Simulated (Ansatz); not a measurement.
# RbBr (Pm-3m), two-dimensional strain map

Computed with DFT PBEsol, scalar-relativistic, plane waves, PAW in Ansatz 0.2.0. The runs took a 420 eV cutoff, a Γ-centred 6×6×6 mesh and Gaussian smearing (0.05 eV). No spin polarisation. Energies are free energies at this smearing, counted from the undisturbed cell; pressure is positive in compression.

Reference structure (as given, not relaxed at this level; it stands at -0.6 GPa; this CsCl-type form isn't the usual structure):

```
CELL_PARAMETERS angstrom
4.12608 0.00000 0.00000
0.00000 4.12608 0.00000
0.00000 0.00000 4.12608
ATOMIC_POSITIONS crystal
Rb 0.00000 0.00000 0.00000
Br 0.50000 0.50000 0.50000
```

The cell is strained by p along both x and y and by q along z, fractional coordinates fixed. Points are written (p, q).

Energy above the undisturbed cell in meV/atom (a dash: not computed):

| p \ q | -0.050 | -0.025 | 0.000 | 0.025 | 0.050 |
| --- | --- | --- | --- | --- | --- |
| -0.050 | 24.2 | 14.5 | 10.8 | 12.5 | 19.1 |
| -0.025 | 6.5 | 0.0 | -1.0 | 3.0 | 11.5 |
| 0.000 | 3.4 | -0.9 | 0.0 | 5.5 | 15.1 |
| 0.025 | 12.2 | 9.4 | 11.5 | 17.8 | 27.9 |
| 0.050 | 30.9 | 28.9 | 31.5 | 38.2 | 48.4 |

Pressure in GPa:

| p \ q | -0.050 | -0.025 | 0.000 | 0.025 | 0.050 |
| --- | --- | --- | --- | --- | --- |
| -0.050 | 2.6 | 1.9 | 1.3 | 0.7 | 0.3 |
| -0.025 | 1.3 | 0.7 | 0.2 | -0.2 | -0.6 |
| 0.000 | 0.2 | -0.2 | -0.6 | -0.9 | -1.2 |
| 0.025 | -0.6 | -0.9 | -1.2 | -1.4 | -1.6 |
| 0.050 | -1.1 | -1.4 | -1.6 | -1.8 | -2.0 |

Gap on the k-mesh in eV:

```csv
p \ q,-0.050,-0.025,0.000,0.025,0.050
-0.050,4.48,4.31,4.13,3.95,3.77
-0.025,4.17,4.17,4.03,3.88,3.73
0.000,3.88,3.90,3.91,3.79,3.66
0.025,3.61,3.66,3.68,3.69,3.58
0.050,3.36,3.43,3.47,3.49,3.50
```